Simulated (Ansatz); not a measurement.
# InP: the cost of one run

Method: DFT PBE, scalar-relativistic, in Ansatz 0.2.0.

## (1) The system as given

Symmetry: Fm-3m, No. 225, cubic system. Conventional cell: a = 5.710 Å, b = 5.710 Å, c = 5.710 Å, α = 90.00°, β = 90.00°, γ = 90.00°. Around In (site symmetry m-3m) lie 6 P at 2.85 Å. Around P (site symmetry m-3m) lie 6 In at 2.85 Å.

Coordinates:

```cif
data_structure
_symmetry_space_group_name_H-M 'Fm-3m'
_symmetry_Int_Tables_number 225
_cell_length_a 5.7100
_cell_length_b 5.7100
_cell_length_c 5.7100
_cell_angle_alpha 90.000
_cell_angle_beta 90.000
_cell_angle_gamma 90.000
_cell_volume 186.17
loop_
_atom_site_label
_atom_site_type_symbol
_atom_site_symmetry_multiplicity
_atom_site_Wyckoff_symbol
_atom_site_fract_x
_atom_site_fract_y
_atom_site_fract_z
_atom_site_occupancy
In1 In 4 a 0.00000 0.00000 0.00000 1
P1 P 4 b 0.50000 0.00000 0.00000 1
```

The file gives the conventional cell by its symmetry; the runs use the cell typed in the input.

The cell comes from a crystallographic database entry that wasn't checked; take it as a given geometry, which may be far from equilibrium.

Atoms are numbered in the order of the input: In1, P2.

## (2) Full-potential LAPW

The input, input.yaml:

```yaml
crystal:
  lattice:
    - [0.0, 2.855, 2.855]
    - [2.855, 0.0, 2.855]
    - [2.855, 2.855, 0.0]
  atoms:
    - { symbol: In, position: [0.0, 0.0, 0.0] }
    - { symbol: P, position: [0.5, 0.5, 0.5] }
kpoints:
  mp_grid: { grid: [11, 11, 11] }
  band_path:
    path:
      - [0.0, 0.0, 0.0]
      - [0.5, 0.0, 0.5]
      - [0.625, 0.25, 0.625]
      - [0.375, 0.375, 0.75]
      - [0.0, 0.0, 0.0]
      - [0.5, 0.5, 0.5]
      - [0.5, 0.25, 0.75]
      - [0.5, 0.0, 0.5]
    npoints: 14
scf:
  occupations: { method: fermi_dirac, width: 0.03 }
hamiltonian:
  xc: pbe
  pseudopotentials: { kind: all_electron, lapw: { basis_error: 0.00025 } }
output:
  forces: true
  stress: true
  eigenvalues: true
  populations: true
  dos: { projected: true, de: 0.2, e_range: [-14, 8] }
```

Command:

```console
$ ansatz run input.yaml --threads 1 --pin off --max-ram 3072MiB --backend cpu --events-out ev --progress --plain --runs-dir out
```

What time and memory should one allow on 1 thread of AMD EPYC 7R43 (Zen 3), shared host?

About 24 s, with a peak of 0.4 GiB.
